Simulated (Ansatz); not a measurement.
## Re: rattling a relaxed structure

It comes from a database structure that was distorted and then relaxed.

Level of theory: DFT PBE, scalar-relativistic, plane waves, PAW (Ansatz 0.2.0). Settings: cutoff 420 eV, Γ-centred mesh 24×24×24 on the computed 1-atom cell, Gaussian smearing of 0.10 eV; no spin polarisation.

The cell below (1 atom, space group Fm-3m (No. 225)) is relaxed within its symmetry.

```
Re
1.0
     0.00000    1.95763    1.95763
     1.95763    0.00000    1.95763
     1.95763    1.95763    0.00000
Re
1
Cartesian
  1.9576 1.9576 1.9576
```

For the test a repeat of it with 8 atoms (edges 5.54, 5.54, 5.54 Å) was strained at random (σ = 1.5 % a component), the atoms were moved at random (σ = 0.15 Å), and all was relaxed again on a coarse 6×6×6 mesh (in the run’s order of axes) with 0.20 eV smearing, with no symmetry imposed.

Spin–orbit coupling, which can matter for Re, is left out.

Question: Is the structure stable against such a distortion?

Answer: It returns, within 1 meV/atom of the unmoved cell on that mesh and with the same symmetry when read at 0.1 Å. No instability shows in this cell; modes of other wave vectors, which need another repeat, aren't tested.
